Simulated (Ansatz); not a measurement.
Where the states of TaN lie

```cif
data_structure
_symmetry_space_group_name_H-M 'P6/mmm'
_symmetry_Int_Tables_number 191
_cell_length_a 5.1850
_cell_length_b 5.1850
_cell_length_c 2.9080
_cell_angle_alpha 90.000
_cell_angle_beta 90.000
_cell_angle_gamma 120.000
_cell_volume 67.71
loop_
_atom_site_label
_atom_site_type_symbol
_atom_site_symmetry_multiplicity
_atom_site_Wyckoff_symbol
_atom_site_fract_x
_atom_site_fract_y
_atom_site_fract_z
_atom_site_occupancy
Ta1 Ta 1 a 0.00000 0.00000 0.00000 1
Ta2 Ta 2 d 0.33333 0.66667 0.50000 1
N1 N 3 f 0.50000 0.00000 0.00000 1
```

The runs use the primitive cell with vectors (5.185, 0.000, 0.000), (-2.592, 4.490, 0.000), (0.000, 0.000, 2.908) Å, to which the k mesh refers.

The geometry is COD entry 1539256, unchecked; take it as a test cell.

No spin–orbit coupling, which matters for the heavy atoms here.

These are results of Ansatz 0.2.0, DFT, PBE, all-electron LAPW, scalar-relativistic, not measurements.

The runs use a Γ-centred 5×5×8 k mesh, Fermi–Dirac smearing of 0.03 eV, basis error target 0.5 meV/atom, no spin polarisation.

Q: Which of the resolved shells contributes most within 0.3 eV of the Fermi level?

A: Ta 5d, with 74 % of all states there; N 2p follows with 15 %.

Q: Where is the centre of the filled Ta 5d states between -14 eV and the top of the filled states?

A: -4.26 eV from the Fermi level.

Q: Tabulate the density of states.

A: States per eV and cell, averaged over 0.6 eV, from -10.0 to 6.6 eV, with energies (bin centres) from the Fermi level; empty bins are left out. The partial columns, the largest 3 alone, are projections on Löwdin-orthogonalised atomic shells (those that the program's projection atoms carry: the occupied ones and, for some elements, an empty d or f shell; other empty shells have no column), summed over atoms of an element. Weights on diffuse s and p shells depend on that basis and aren't pure angular character.
```tsv
E (eV)	total	Ta 5d	N 2p	Ta 6s
-9.8	0.09	0.03	0.05	0.01
-9.2	0.31	0.09	0.18	0.02
-8.6	2.71	0.82	1.50	0.28
-8.0	3.32	1.09	1.88	0.21
-7.4	2.65	0.94	1.54	0.07
-6.8	4.09	1.37	2.46	0.09
-6.2	5.64	1.82	3.51	0.10
-5.6	2.97	0.99	1.72	0.16
-5.0	2.08	0.59	1.35	0.07
-4.4	2.48	0.79	1.59	0.03
-3.8	2.72	0.87	1.72	0.06
-3.2	1.55	0.55	0.91	0.05
-2.6	1.88	1.07	0.63	0.12
-2.0	1.96	1.25	0.39	0.19
-1.4	1.38	0.98	0.26	0.07
-0.8	3.32	2.48	0.54	0.15
-0.2	0.91	0.70	0.10	0.06
0.4	1.18	0.94	0.15	0.02
1.0	3.55	2.88	0.39	0.06
1.6	3.31	2.64	0.43	0.07
2.2	4.74	3.61	0.60	0.21
2.8	6.41	5.01	0.87	0.16
3.4	6.34	4.69	0.98	0.21
4.0	4.64	3.21	0.64	0.46
4.6	2.27	1.14	0.34	0.51
5.2	2.59	1.32	0.48	0.35
5.8	2.82	1.42	0.64	0.15
6.4	1.95	0.80	0.39	0.14
```
